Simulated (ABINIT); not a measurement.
Planning a run of ABINIT 10.8.3 on NaCl (Fm-3m). The input:

```
acell 3*1.0 Angstrom
rprim 
  0.000000000000 2.810000000000 2.810000000000
  2.810000000000 0.000000000000 2.810000000000
  2.810000000000 2.810000000000 0.000000000000
ntypat 2
znucl 11 17
natom 2
typat 1 2
xred 
  0.000000000000 0.000000000000 0.000000000000
  0.500000000000 0.500000000000 0.500000000000
pp_dirpath "pseudos"
pseudos "Na.upf, Cl.upf"
ecut 38
ngkpt 4 4 4
nshiftk 1
shiftk 0 0 0
kptopt 1
chksymbreak 0
istwfk *1
occopt 1
irdwfk 1
optdriver 4
nband 26
gwcalctyp 28
ecutsigx 38
symsigma 0
nkptgw 8
kptgw 
  0.0000000000 0.0000000000 0.0000000000
  0.2500000000 0.0000000000 0.0000000000
  0.5000000000 0.0000000000 0.0000000000
  0.2500000000 0.2500000000 0.0000000000
  0.5000000000 0.2500000000 0.0000000000
  -0.2500000000 0.2500000000 0.0000000000
  0.5000000000 0.5000000000 0.0000000000
  -0.2500000000 0.5000000000 0.2500000000
bdgw 
  1 25
  1 25
  1 25
  1 25
  1 25
  1 25
  1 25
  1 25
ecuteps 3.2
irdscr 1
ppmodel 1
indata_prefix "in"
outdata_prefix "out"
tmpdata_prefix "tmp"
```

The database entry behind the starting cell differs from later determinations by our own check (an axis about 0.4 % short against later determinations), so it need not match the best structure at ambient conditions.

```sh
OMP_NUM_THREADS=1 mpirun -n 4 abinit run.abi > log
```

How long will it take on 4 MPI ranks of Arm Neoverse V1, shared host, and how much memory?

It took 66 s; on shared hardware allow 33 s to 2.2 min. Peak host memory was 1.8 GiB.

[Paths, hosts, dates, memory and timing lines, banners, echoed tables and standing remarks are left out of the program output.]

[Logs are printed without paths, hosts, clocks, repeated set-up lines and the standing remarks that a program may print on its own settings, such as how far it seeks lower states.]

[Runs of the session that timed out or met a known fault of the program may be left out.]

[No measured gap is set beside runs whose start may be inverted or whose files or cutoffs have a known fault.]

[Hosts, paths, dates, database ids (printed as entryN), source tags and the programs' standing remarks are cut or masked in the printed files.]

[G0W0 gaps are taken among the corrected bands and points alone; a level outside them can change the order at an edge.]

[Where Ansatz stands beside ABINIT at settings called matched, ABINIT's density can come from a denser mesh and the files from another edition; pairs whose starting gaps differed by over 0.03 eV were left out, so agreement reads better than it is.]
